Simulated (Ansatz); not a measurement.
# Thickness series of a CoSi2/ZnS/NiSi2 junction, part 3 of 3

Wanted: T(E), the conductance and its decay constant for CoSi2/ZnS/NiSi2. The lower electrode is CoSi2 fluorite(111) turned by 180 degrees (type B), the upper one NiSi2 fluorite(111); the barrier is ZnS zinc blende(111) (whole bilayers). In the first transport cell, after relaxation, the nearest pair of electrode and barrier is Si–S at 2.34 Å, along the normal, at the lower face and Si–Zn at 2.47 Å, along the normal, at the upper one. All share a net of side 3.822 Å, which strains the lower electrode by +0.8 %, the upper one by -0.5 % and the barrier by -0.8 %, against typed lattice constants near PBE's. The first steps treat the bulk electrodes alone.

Ansatz 0.2.0; PBE DFT, plane waves, PAW files (the session's first sound run).

So far, transmission at the Fermi level (a spin, zone mean): step 5 (T(E) of the junction) 0.00868; step 6 (55 atoms, atomic planes in the barrier 4, gap between the …) 0.0360. Also channels of the lower lead: step 5 1.27.

## 7. Conductance, 57 atoms

System of this step: CoSi2/ZnS/NiSi2. The cell holds 57 atoms: 9 Co, 34 Si, 3 S, 3 Zn and 8 Ni. Its edges and angles: a = 3.822 Å, b = 3.822 Å, c = 76.690 Å, α = 90.0°, β = 90.0°, γ = 120.0°. Regions: left electrode, 26 atoms (9 Co and 17 Si); barrier, 6 atoms (3 S and 3 Zn); right electrode, 25 atoms (17 Si and 8 Ni). Vacuum lies along c.

Barrier layers are added or taken out in the middle, and the relaxed faces stay.

File input.yaml:

```yaml
crystal:
  lattice:
    - [3.822, 0.0, 0.0]
    - [-1.911, 3.3099490933, 0.0]
    - [0.0, 0.0, 76.6904620697]
  atoms:
    - { symbol: Co, position: [0.33333333, 0.66666667, 0.091276018] }
    - { symbol: Si, position: [0.0, 0.0, 0.1011178306] }
    - { symbol: Si, position: [0.33333333, 0.66666667, 0.1215217832] }
    - { symbol: Co, position: [0.0, 0.0, 0.1313635958] }
    - { symbol: Si, position: [0.66666667, 0.33333333, 0.1412054084] }
    - { symbol: Si, position: [0.0, 0.0, 0.161609361] }
    - { symbol: Co, position: [0.66666667, 0.33333333, 0.1714511736] }
    - { symbol: Si, position: [0.33333333, 0.66666667, 0.1812929862] }
[... 45 atom lines left out ...]
    - { symbol: Si, position: [0.66666667, 0.33333333, 0.8673443405] }
    - { symbol: Ni, position: [0.0, 0.0, 0.8778954956] }
    - { symbol: Si, position: [0.33333333, 0.66666667, 0.8884466507] }
    - { symbol: Si, position: [0.0, 0.0, 0.908723982] }
kpoints:
  mp_grid: { grid: [8, 8, 1] }
scf:
  occupations: { method: fermi_dirac, width: 0.1 }
  max_iter: 150
hamiltonian:
  xc: pbe
output:
  transmission:
    kmesh: [24, 24]
    e_range: [-0.26, 0.27]
    de: 0.0375
    leads: [[11, 14], [43, 46]]
```

Started as:

```bash
$ ansatz run input.yaml --threads 8 --pin off --max-ram 24576MiB --backend cpu --events-out ev --progress --plain --runs-dir out
```

Elapsed: 3.9 min, on 8 threads of Arm Neoverse V2, shared host; peak memory 10 GiB.

Numbers from this step:

```
free energy                                         : -127154.8036 eV
Fermi energy                                        : 8.865 eV
transmission at the Fermi level (a spin, zone mean) : 0.008411
junction conductance                                : 4.97e12 S/m²
error estimates by source, in the log's order       : 0.5, 0, 19.9, 12.4, 0.7 %
resistance-area product beyond the leads            : 0.1999 Ω um²
```

One spin. Table of transmission, zone mean by energy, zero at the Fermi level:

```
energy (eV)  transmission, zone mean
     -0.260                  0.00428
     -0.223                  0.00642
     -0.185                  0.00490
     -0.147                  0.00778
     -0.110                  0.00662
     -0.072                  0.00820
     -0.035                  0.00818
      0.003                  0.00841
      0.040                  0.00746
      0.077                  0.00821
      0.115                  0.00846
      0.152                  0.00968
      0.190                   0.0102
      0.228                  0.00946
      0.265                   0.0113
```

One spin. Open channels, zone mean against energy, zero at the Fermi level:

```
energy (eV)  lower lead  upper lead
     -0.260        1.59       0.811
     -0.223        1.53       0.852
     -0.185        1.49       0.905
     -0.147        1.44       0.936
     -0.110        1.44        1.01
     -0.072        1.38        1.05
     -0.035        1.35        1.04
      0.003        1.33        1.02
      0.040        1.29        1.06
      0.077        1.21        1.09
      0.115        1.20        1.13
      0.152        1.20        1.18
      0.190        1.20        1.25
      0.228        1.13        1.24
      0.265        1.16        1.30
```

Transmission over k1 and k2. At 0.0025 eV from the Fermi level.

Ten even steps from '0' (0.0000) to '9' (0.0889):
```
000100000010000000000000
001900000009100000000000
019300000000391000000000
000010000000100000000000
000000000000000000000000
000000000000000000000000
000000012002100000000000
000000022272220000000000
000000002344320000000000
010000007466647000000100
009000022460064220000900
001310012360006321001310
000900002246006422000090
000100000074666470000001
000000000002344320000000
000000000002227222000000
000000000000120021000000
000000000000000000000000
000000000000000000000000
000000000000100000001000
000000000019300000000391
000000000000190000000910
000000000000001000000100
000000000000000000000000
```
Columns: k1 (b1) from -0.5 to 0.458; rows upwards: k2 (b2) from -0.5 to 0.458.

G = 5.0e12 S/m² (1/G = 0.201 Ω µm²), 0.21 times the step before of this kind. The largest error estimate is 20 %, from the mesh across the current. In the worse lead the potential repeats within 7.6 meV, which the program lets pass, though it still puts 12 % of error on the junction's conductance through them.

## 8. Conductance, atomic planes in the barrier 8, gap between the electrodes 15.1 Å

System of this step: CoSi2/ZnS/NiSi2. The cell holds 59 atoms: 9 Co, 34 Si, 4 S, 4 Zn and 8 Ni. Its edges and angles: a = 3.822 Å, b = 3.822 Å, c = 79.849 Å, α = 90.0°, β = 90.0°, γ = 120.0°. Regions: left electrode, 26 atoms (9 Co and 17 Si); barrier, 8 atoms (4 S and 4 Zn); right electrode, 25 atoms (17 Si and 8 Ni). Vacuum lies along c.

File input.yaml:

```yaml
crystal:
  lattice:
    - [3.822, 0.0, 0.0]
    - [-1.911, 3.3099490933, 0.0]
    - [0.0, 0.0, 79.8486907907]
  atoms:
    - { symbol: Co, position: [0.33333333, 0.66666667, 0.0876658081] }
    - { symbol: Si, position: [0.0, 0.0, 0.0971183507] }
    - { symbol: Si, position: [0.33333333, 0.66666667, 0.1167152726] }
    - { symbol: Co, position: [0.0, 0.0, 0.1261678152] }
    - { symbol: Si, position: [0.66666667, 0.33333333, 0.1356203578] }
    - { symbol: Si, position: [0.0, 0.0, 0.1552172797] }
    - { symbol: Co, position: [0.66666667, 0.33333333, 0.1646698223] }
    - { symbol: Si, position: [0.33333333, 0.66666667, 0.174122365] }
[... 47 atom lines left out ...]
    - { symbol: Si, position: [0.0, 0.0, 0.8725912257] }
    - { symbol: Ni, position: [0.33333333, 0.66666667, 0.8827250544] }
    - { symbol: Si, position: [0.66666667, 0.33333333, 0.8928588832] }
    - { symbol: Si, position: [0.33333333, 0.66666667, 0.9123341919] }
kpoints:
  mp_grid: { grid: [8, 8, 1] }
scf:
  occupations: { method: fermi_dirac, width: 0.1 }
  max_iter: 150
hamiltonian:
  xc: pbe
output:
  transmission:
    kmesh: [24, 24]
    e_range: [-0.26, 0.27]
    de: 0.0375
    leads: [[11, 14], [45, 48]]
```

Run time: 4.2 min. Hardware: 8 threads; peak memory 11 GiB.

G = 1.1e12 S/m² (1/G = 0.911 Ω µm²), 0.22 times the step before of this kind. The largest error estimate is 27 %, from the mesh across the current. In the worse lead the potential repeats within 7.6 meV, which the program lets pass, though it still puts 10 % of error on the junction's conductance through them.

## 9. Conductance on a fine mesh, atomic planes in the barrier 12, gap between the electrodes 21.42 Å

System of this step: CoSi2/ZnS/NiSi2. The cell holds 63 atoms: 9 Co, 34 Si, 6 S, 6 Zn and 8 Ni. Its edges and angles: a = 3.822 Å, b = 3.822 Å, c = 86.165 Å, α = 90.0°, β = 90.0°, γ = 120.0°. Regions: left electrode, 26 atoms (9 Co and 17 Si); barrier, 12 atoms (6 S and 6 Zn); right electrode, 25 atoms (17 Si and 8 Ni). Vacuum lies along c.

File input.yaml:

```yaml
crystal:
  lattice:
    - [3.822, 0.0, 0.0]
    - [-1.911, 3.3099490933, 0.0]
    - [0.0, 0.0, 86.1651482326]
  atoms:
    - { symbol: Co, position: [0.33333333, 0.66666667, 0.0812393426] }
    - { symbol: Si, position: [0.0, 0.0, 0.0899989533] }
    - { symbol: Si, position: [0.33333333, 0.66666667, 0.1081592953] }
    - { symbol: Co, position: [0.0, 0.0, 0.116918906] }
    - { symbol: Si, position: [0.66666667, 0.33333333, 0.1256785167] }
    - { symbol: Si, position: [0.0, 0.0, 0.1438388586] }
    - { symbol: Co, position: [0.66666667, 0.33333333, 0.1525984693] }
    - { symbol: Si, position: [0.33333333, 0.66666667, 0.16135808] }
[... 51 atom lines left out ...]
    - { symbol: Si, position: [0.66666667, 0.33333333, 0.8819311052] }
    - { symbol: Ni, position: [0.0, 0.0, 0.8913220593] }
    - { symbol: Si, position: [0.33333333, 0.66666667, 0.9007130135] }
    - { symbol: Si, position: [0.0, 0.0, 0.9187606574] }
kpoints:
  mp_grid: { grid: [8, 8, 1] }
scf:
  occupations: { method: fermi_dirac, width: 0.1 }
  max_iter: 150
hamiltonian:
  xc: pbe
output:
  transmission:
    kmesh: [24, 24]
    e_range: [-0.26, 0.27]
    de: 0.0375
    leads: [[11, 14], [49, 52]]
```

It took 4.4 min on 8 threads; peak memory 12 GiB; 29 min of CPU time.

G = 5.6e10 S/m² (1/G = 17.9 Ω µm²), 0.051 times the step before of this kind. The largest error estimate is 25 %, from the mesh across the current. In the worse lead the potential repeats within 7.6 meV, which the program lets pass, though it still puts 8.5 % of error on the junction's conductance through them.

## 10. Conductance, atomic planes in the barrier 14, gap between the electrodes 24.58 Å

System of this step: CoSi2/ZnS/NiSi2. The cell holds 65 atoms: 9 Co, 34 Si, 7 S, 7 Zn and 8 Ni. Cell: a = 3.822 Å, b = 3.822 Å, c = 89.323 Å, α = 90.0°, β = 90.0°, γ = 120.0°. Regions: left electrode, 26 atoms (9 Co and 17 Si); barrier, 14 atoms (7 S and 7 Zn); right electrode, 25 atoms (17 Si and 8 Ni). Vacuum lies along c.

File input.yaml:

```yaml
crystal:
  lattice:
    - [3.822, 0.0, 0.0]
    - [-1.911, 3.3099490933, 0.0]
    - [0.0, 0.0, 89.3233769536]
  atoms:
    - { symbol: Co, position: [0.33333333, 0.66666667, 0.0783669431] }
    - { symbol: Si, position: [0.0, 0.0, 0.0868168381] }
    - { symbol: Si, position: [0.33333333, 0.66666667, 0.1043350803] }
    - { symbol: Co, position: [0.0, 0.0, 0.1127849753] }
    - { symbol: Si, position: [0.66666667, 0.33333333, 0.1212348703] }
    - { symbol: Si, position: [0.0, 0.0, 0.1387531125] }
    - { symbol: Co, position: [0.66666667, 0.33333333, 0.1472030075] }
    - { symbol: Si, position: [0.33333333, 0.66666667, 0.1556529025] }
[... 53 atom lines left out ...]
    - { symbol: Si, position: [0.0, 0.0, 0.8861056963] }
    - { symbol: Ni, position: [0.33333333, 0.66666667, 0.8951646122] }
    - { symbol: Si, position: [0.66666667, 0.33333333, 0.9042235281] }
    - { symbol: Si, position: [0.33333333, 0.66666667, 0.9216330569] }
kpoints:
  mp_grid: { grid: [8, 8, 1] }
scf:
  occupations: { method: fermi_dirac, width: 0.1 }
  max_iter: 150
hamiltonian:
  xc: pbe
output:
  transmission:
    kmesh: [24, 24]
    e_range: [-0.26, 0.27]
    de: 0.0375
    leads: [[11, 14], [51, 54]]
```

Wall time 4.7 min (8 threads); peak memory 13 GiB.

One spin. Transmission, zone mean against energy, zero at the Fermi level:

```
energy (eV)  transmission, zone mean
     -0.260                   1.0e-5
     -0.223                   1.0e-5
     -0.185                   1.2e-5
     -0.147                   1.3e-5
     -0.110                   1.5e-5
     -0.072                   2.0e-5
     -0.035                   1.9e-5
      0.003                   2.5e-5
      0.040                   2.5e-5
      0.077                   2.9e-5
      0.115                   3.4e-5
      0.152                   4.2e-5
      0.190                   5.5e-5
      0.228                   7.7e-5
      0.265                   1.3e-4
```

G = 1.4e10 S/m² (1/G = 70.3 Ω µm²), 0.25 times the step before of this kind. The largest error estimate is 28 %, from the mesh across the current. In the worse lead the potential repeats within 7.6 meV, which the program lets pass, though it still puts 8.1 % of error on the junction's conductance through them.

## 11. Side by side

Times are for 8 threads of Arm Neoverse V2, shared host. Results by setting:

```
no.  gap between the electrodes (Å)  junction conductance (S/m²)  resistance-area product beyond the leads (Ω um²)     time  memory (GiB)
  1                            8.79                      2.40e13                                           0.04033  3.1 min           9.4
  2                           11.95                      4.97e12                                            0.1999  3.9 min            10
  3                            15.1                      1.10e12                                            0.9100  4.2 min            11
  4                           21.42                      5.59e10                                             17.90  4.4 min            12
  5                           24.58                      1.42e10                                             70.32  4.7 min            13
```

The runs together. Table of transmission, zone mean by energy, zero at the Fermi level:

```
energy (eV)    8.79    11.95     15.1   21.42   24.58
     -0.260  0.0222  0.00428   8.8e-4  4.3e-5  1.0e-5
     -0.223  0.0283  0.00642   9.7e-4  4.5e-5  1.0e-5
     -0.185  0.0316  0.00490  0.00106  5.0e-5  1.2e-5
     -0.147  0.0296  0.00778  0.00156  5.9e-5  1.3e-5
     -0.110  0.0441  0.00662  0.00134  6.2e-5  1.5e-5
     -0.072  0.0407  0.00820  0.00184  8.8e-5  2.0e-5
     -0.035  0.0438  0.00818  0.00169  7.7e-5  1.9e-5
      0.003  0.0360  0.00841  0.00203  9.9e-5  2.5e-5
      0.040  0.0362  0.00746  0.00161  9.4e-5  2.5e-5
      0.077  0.0427  0.00821  0.00185  1.1e-4  2.9e-5
      0.115  0.0404  0.00846  0.00199  1.2e-4  3.4e-5
      0.152  0.0467  0.00968  0.00218  1.5e-4  4.2e-5
      0.190  0.0472   0.0102  0.00249  1.8e-4  5.5e-5
      0.228  0.0427  0.00946  0.00263  2.3e-4  7.7e-5
      0.265  0.0445   0.0113  0.00343  3.6e-4  1.3e-4
```

## 12. Decay with thickness

This step: Fit of the logarithm of the conductance against the barrier's thickness, from PBE DFT, plane waves, PAW files (Ansatz 0.2.0).

No new run: the logarithm is fitted against the thickness.

Numbers from this step:

```yaml
decay_constant_of_the_conductance: 0.47 Å⁻¹
r_m_s_misfit_of_ln_g: 0.05
```

From the end points alone, β = ln(2.4e+13 / 1.42e+10) / 15.79 Å = 7.43 / 15.79 Å = 0.47 Å⁻¹.

## 13. Summary of results

| Item | Value |
| --- | --- |
| 1/G at 8.79 Å gap | 0.0417 Ω um² |
| 1/G at 24.6 Å gap | 70.3 Ω um² |
| decay constant β | 0.47 Å⁻¹ |

A fit of ln G against d gives β = 0.47 Å⁻¹, and step by step the slopes are 0.50, 0.48, 0.47 and 0.43 Å⁻¹. They agree within a fifth, so G falls as one exponential, by a factor of ten every 4.9 Å. At the Fermi level the layers of the barrier in the wide-window run (6 planes) hold from 0.014 to 0.15 states an eV and atom. A semilocal functional narrows gaps, which tends to make the decay too slow. The program's largest error estimate on these conductances is 28 %, from the mesh across the current, in the run that gave 1.4e10 S/m². No spin-orbit coupling, phonons, disorder or image charges enter; the interfaces are ordered, one cell wide and lattice-matched by strain. Semilocal gaps are too small, which can bring a band edge of the barrier nearer to the Fermi level than it is.

[Logs are printed without paths, hosts, clocks, repeated set-up lines and the standing remarks that a program may print on its own settings, such as how far it seeks lower states.]

[Hosts, paths, dates, database ids (printed as entryN), source tags and the programs' standing remarks are cut or masked in the printed files.]
